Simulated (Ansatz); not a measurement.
# NaI: energy and pressure over a range of volumes

Aim: scale the cell of NaI up and down at fixed shape and fractional positions, and get the equilibrium volume and bulk modulus with LAPW, PAW and all-electron datasets made for the crystal.

Method: DFT LDA, scalar-relativistic, in Ansatz 0.2.0.

### 1 The system as given

The structure is cubic, space group Fm-3m (No. 225). Conventional cell: a = 6.473 Å, b = 6.473 Å, c = 6.473 Å, α = 90.00°, β = 90.00°, γ = 90.00°. Na (site symmetry m-3m) is surrounded by 6 I at 3.24 Å. Around I (site symmetry m-3m) lie 6 Na at 3.24 Å.

As a file:

```
CELL_PARAMETERS angstrom
0.00000 3.23640 3.23640
3.23640 0.00000 3.23640
3.23640 3.23640 0.00000
ATOMIC_POSITIONS crystal
Na 0.00000 0.00000 0.00000
I 0.50000 0.50000 0.50000
```

Atoms are numbered in the order of the input: Na1, I2.

### 2 Volume × 0.96, LAPW

File input.yaml:

```yaml
crystal:
  lattice:
    - [0.0, 3.1926595029, 3.1926595029]
    - [3.1926595029, 0.0, 3.1926595029]
    - [3.1926595029, 3.1926595029, 0.0]
  atoms:
    - { symbol: Na, position: [0.0, 0.0, 0.0] }
    - { symbol: I, position: [0.5, 0.5, 0.5] }
kpoints:
  mp_grid: { grid: [8, 8, 8] }
  band_path:
    path:
      - [0.0, 0.0, 0.0]
      - [0.5, 0.0, 0.5]
      - [0.625, 0.25, 0.625]
      - [0.375, 0.375, 0.75]
      - [0.0, 0.0, 0.0]
      - [0.5, 0.5, 0.5]
      - [0.5, 0.25, 0.75]
      - [0.5, 0.0, 0.5]
    npoints: 5
scf:
  occupations: { method: fermi_dirac, width: 0.02 }
hamiltonian:
  xc: lda
  pseudopotentials: { kind: all_electron, lapw: { basis_error: 0.001 } }
output:
  forces: true
  stress: true
  eigenvalues: true
```

Run with:

```sh
$ ansatz run input.yaml --threads 1 --pin off --max-ram 3072MiB --backend cpu --events-out ev --progress --plain --runs-dir out
```

### 3 Volume × 0.96, PAW

File input.yaml:

```yaml
crystal:
  lattice:
    - [0.0, 3.1926595029, 3.1926595029]
    - [3.1926595029, 0.0, 3.1926595029]
    - [3.1926595029, 3.1926595029, 0.0]
  atoms:
    - { symbol: Na, position: [0.0, 0.0, 0.0] }
    - { symbol: I, position: [0.5, 0.5, 0.5] }
kpoints:
  mp_grid: { grid: [8, 8, 8] }
scf:
  occupations: { method: fermi_dirac, width: 0.02 }
hamiltonian:
  xc: lda
  pseudopotentials: { kind: paw }
output:
  forces: true
  stress: true
  eigenvalues: true
  efg: { contact_densities: true }
```

### 4 Volume × 0.96, crystal datasets

input.yaml, as its differences from that of step 3:

```diff
@@ -14,3 +14,3 @@
   xc: lda
-  pseudopotentials: { kind: paw }
+  pseudopotentials: { kind: all_electron, datasets: crystal }
 output:
```

### 5 Volume × 0.99, LAPW

File input.yaml:

```yaml
crystal:
  lattice:
    - [0.0, 3.2255758389, 3.2255758389]
    - [3.2255758389, 0.0, 3.2255758389]
    - [3.2255758389, 3.2255758389, 0.0]
  atoms:
    - { symbol: Na, position: [0.0, 0.0, 0.0] }
    - { symbol: I, position: [0.5, 0.5, 0.5] }
kpoints:
  mp_grid: { grid: [8, 8, 8] }
  band_path:
    path:
      - [0.0, 0.0, 0.0]
      - [0.5, 0.0, 0.5]
      - [0.625, 0.25, 0.625]
      - [0.375, 0.375, 0.75]
      - [0.0, 0.0, 0.0]
      - [0.5, 0.5, 0.5]
      - [0.5, 0.25, 0.75]
      - [0.5, 0.0, 0.5]
    npoints: 5
scf:
  occupations: { method: fermi_dirac, width: 0.02 }
hamiltonian:
  xc: lda
  pseudopotentials: { kind: all_electron, lapw: { basis_error: 0.001 } }
output:
  forces: true
  stress: true
  eigenvalues: true
```

### 6 Volume × 0.99, PAW

File input.yaml:

```yaml
crystal:
  lattice:
    - [0.0, 3.2255758389, 3.2255758389]
    - [3.2255758389, 0.0, 3.2255758389]
    - [3.2255758389, 3.2255758389, 0.0]
  atoms:
    - { symbol: Na, position: [0.0, 0.0, 0.0] }
    - { symbol: I, position: [0.5, 0.5, 0.5] }
kpoints:
  mp_grid: { grid: [8, 8, 8] }
scf:
  occupations: { method: fermi_dirac, width: 0.02 }
hamiltonian:
  xc: lda
  pseudopotentials: { kind: paw }
output:
  forces: true
  stress: true
  eigenvalues: true
  efg: { contact_densities: true }
```

### 7 Volume × 0.99, crystal datasets

input.yaml, as its differences from that of step 6:

```diff
@@ -14,3 +14,3 @@
   xc: lda
-  pseudopotentials: { kind: paw }
+  pseudopotentials: { kind: all_electron, datasets: crystal }
 output:
```

### 8 Volume × 1.02, LAPW

File input.yaml:

```yaml
crystal:
  lattice:
    - [0.0, 3.2578337372, 3.2578337372]
    - [3.2578337372, 0.0, 3.2578337372]
    - [3.2578337372, 3.2578337372, 0.0]
  atoms:
    - { symbol: Na, position: [0.0, 0.0, 0.0] }
    - { symbol: I, position: [0.5, 0.5, 0.5] }
kpoints:
  mp_grid: { grid: [8, 8, 8] }
  band_path:
    path:
      - [0.0, 0.0, 0.0]
      - [0.5, 0.0, 0.5]
      - [0.625, 0.25, 0.625]
      - [0.375, 0.375, 0.75]
      - [0.0, 0.0, 0.0]
      - [0.5, 0.5, 0.5]
      - [0.5, 0.25, 0.75]
      - [0.5, 0.0, 0.5]
    npoints: 5
scf:
  occupations: { method: fermi_dirac, width: 0.02 }
hamiltonian:
  xc: lda
  pseudopotentials: { kind: all_electron, lapw: { basis_error: 0.001 } }
output:
  forces: true
  stress: true
  eigenvalues: true
```

### 9 Volume × 1.02, PAW

File input.yaml:

```yaml
crystal:
  lattice:
    - [0.0, 3.2578337372, 3.2578337372]
    - [3.2578337372, 0.0, 3.2578337372]
    - [3.2578337372, 3.2578337372, 0.0]
  atoms:
    - { symbol: Na, position: [0.0, 0.0, 0.0] }
    - { symbol: I, position: [0.5, 0.5, 0.5] }
kpoints:
  mp_grid: { grid: [8, 8, 8] }
scf:
  occupations: { method: fermi_dirac, width: 0.02 }
hamiltonian:
  xc: lda
  pseudopotentials: { kind: paw }
output:
  forces: true
  stress: true
  eigenvalues: true
  efg: { contact_densities: true }
  write_density: true
  write_potential: true
  elf: true
  volumetric_format: npy
```

### 10 Volume × 1.02, crystal datasets

input.yaml, as its differences from that of step 9:

```diff
@@ -14,3 +14,3 @@
   xc: lda
-  pseudopotentials: { kind: paw }
+  pseudopotentials: { kind: all_electron, datasets: crystal }
 output:
@@ -20,5 +20 @@
   efg: { contact_densities: true }
-  write_density: true
-  write_potential: true
-  elf: true
-  volumetric_format: npy
```

### 11 Volume × 1.06, LAPW

File input.yaml:

```yaml
crystal:
  lattice:
    - [0.0, 3.2998749385, 3.2998749385]
    - [3.2998749385, 0.0, 3.2998749385]
    - [3.2998749385, 3.2998749385, 0.0]
  atoms:
    - { symbol: Na, position: [0.0, 0.0, 0.0] }
    - { symbol: I, position: [0.5, 0.5, 0.5] }
kpoints:
  mp_grid: { grid: [8, 8, 8] }
  band_path:
    path:
      - [0.0, 0.0, 0.0]
      - [0.5, 0.0, 0.5]
      - [0.625, 0.25, 0.625]
      - [0.375, 0.375, 0.75]
      - [0.0, 0.0, 0.0]
      - [0.5, 0.5, 0.5]
      - [0.5, 0.25, 0.75]
      - [0.5, 0.0, 0.5]
    npoints: 5
scf:
  occupations: { method: fermi_dirac, width: 0.02 }
hamiltonian:
  xc: lda
  pseudopotentials: { kind: all_electron, lapw: { basis_error: 0.001 } }
output:
  forces: true
  stress: true
  eigenvalues: true
```

### 12 Volume × 1.06, PAW

File input.yaml:

```yaml
crystal:
  lattice:
    - [0.0, 3.2998749385, 3.2998749385]
    - [3.2998749385, 0.0, 3.2998749385]
    - [3.2998749385, 3.2998749385, 0.0]
  atoms:
    - { symbol: Na, position: [0.0, 0.0, 0.0] }
    - { symbol: I, position: [0.5, 0.5, 0.5] }
kpoints:
  mp_grid: { grid: [8, 8, 8] }
scf:
  occupations: { method: fermi_dirac, width: 0.02 }
hamiltonian:
  xc: lda
  pseudopotentials: { kind: paw }
output:
  forces: true
  stress: true
  eigenvalues: true
  efg: { contact_densities: true }
```

### 13 Volume × 1.06, crystal datasets

input.yaml, as its differences from that of step 12:

```diff
@@ -14,3 +14,3 @@
   xc: lda
-  pseudopotentials: { kind: paw }
+  pseudopotentials: { kind: all_electron, datasets: crystal }
 output:
```

(Steps that only read results are left out.)

Q: Predict the outcome of this session.

**Answer**, as computed:

```
                        quantity      value
pressure at 32.54 Å³/atom (LAPW)  -1.07 GPa
pressure at 35.93 Å³/atom (LAPW)  -2.25 GPa
```

In words: Over this range the mean stiffness −dP/dlnV is 12 GPa by LAPW; the pressure keeps one sign, so equilibrium lies outside the range. The gap goes from 3.44 eV at the smallest volume to 3.19 eV at the largest. No thermal or zero-point expansion is included. Spin-orbit coupling is left out, though the cell holds I; in elements this heavy it can shift bands and gaps by tenths of an eV.

These are semilocal Kohn-Sham gaps, which aren't the measured quantity. Such gaps usually fall short of the measured ones; spin-orbit coupling, left out here, narrows gaps with I, so the two errors partly cancel.
